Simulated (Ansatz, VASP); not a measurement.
C: VASP beside Ansatz

```xyz
4
Lattice="2.5361 0.0000 0.0000 -1.2680 2.1963 0.0000 0.0000 0.0000 8.0525" Properties=species:S:1:pos:R:3 pbc="T T T"
C     0.0000    0.0000    0.0201
C     0.0000    0.0000    4.0464
C     0.0000    1.4642    0.0201
C     1.2680    0.7321    4.0464
```

Alike in both runs: task single point; functional PBE; k mesh 24 × 24 × 6; occupations gaussian, width 0.15 eV; no spin polarisation.

|  | VASP | Ansatz |
| --- | --- | --- |
| version | VASP 6.6.1 | Ansatz 0.2.0 |
| potentials or method | VASP PAW PBE potentials, release 64 (C) | scalar-relativistic, plane waves, PAW |
| plane-wave cutoff (eV) | 520 | 420 |
| valence electrons in the cell | 16 | 16 |

Ansatz gave:

| Item | Value |
| --- | --- |
| gap on the k mesh at the Fermi level (eV) | none |
| pressure (GPa) | -16.8 |
| largest component of the traceless stress (GPa) | 17.11 |

Q: Which values does VASP return?

A: gap on the k mesh at the Fermi level (eV): none; pressure (GPa): -16.5; largest component of the traceless stress (GPa): 16.74.

A gap of «none» marks a metal or a gap that the smearing closes.

Caveats: so large a pressure means that the cell lies far from this level's equilibrium, or that cutoff or potentials fall short (VASP); this functional lacks dispersion, which binds the layers, so the pressure and a relaxed spacing across them are unreliable.
